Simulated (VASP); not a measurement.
Input of a VASP 6.6.1 run:

The input POSCAR:

```
CdTe
1.0
    0.0000000000      3.3416957763      3.3416957763
    3.3416957763      0.0000000000      3.3416957763
    3.3416957763      3.3416957763      0.0000000000
Te Cd
1 1
Direct
    0.7500000000      0.7500000000      0.7500000000
    0.0000000000      0.0000000000      0.0000000000
```

The input INCAR.step1:

```
SYSTEM = CdTe
ALGO = Normal
EDIFF = 1E-5
ENCUT = 520
GGA = PE
ISIF = 2
ISMEAR = -1
LASPH = .TRUE.
LCHARG = .FALSE.
LREAL = .FALSE.
LWAVE = .TRUE.
NBANDS = 16
NELM = 60
PREC = Accurate
SIGMA = 0.05
```

Contents of INCAR.step2:

```
SYSTEM = CdTe
AEXX = 0.2
AGGAC = 0.81
AGGAX = 0.72
ALDAC = 0.19
ALGO = Normal
EDIFF = 1E-6
ENCUT = 520
GGA = B3
ISIF = 2
ISMEAR = -1
ISTART = 1
LASPH = .TRUE.
LCHARG = .FALSE.
LHFCALC = .TRUE.
LREAL = .FALSE.
LWAVE = .FALSE.
NBANDS = 16
NELM = 60
PREC = Accurate
PRECFOCK = Normal
SIGMA = 0.05
```

Contents of KPOINTS:

```
k-points
0
G
  4 4 4
  0 0 0
```

Potentials or basis: VASP PAW PBE potentials, release 64 (Te, Cd).

Launch:

```sh
$ cat potpaw_PBE.64/Te/POTCAR potpaw_PBE.64/Cd/POTCAR > POTCAR
$ cp INCAR.step1 INCAR
$ mpirun -np 1 vasp_std > vasp.out
$ cp INCAR.step2 INCAR
$ mpirun -np 1 vasp_std > vasp.out
```

(1) Predict the pressure.

(2) Estimate the band gap on the k mesh.

Answers

(1) 0.0 GPa.

(2) 1.54 eV.

Caveat: the PAW data sets were made with another functional, which shifts forces and pressure a little; spin-orbit coupling is left out, which moves the levels of the heavy elements.

**Experimental background.**

From a printed reference work, data compilation, for a bulk crystal of CdTe at 0 K: band gap 1.607 eV.

Measured gap of CdTe: 1.607 eV (0 K; a printed reference work, data compilation). This calculation gives 1.54 eV (-0.07 eV). Spin-orbit coupling on Cd, Te is left out. The value is that of B3LYP, without temperature or zero-point motion.
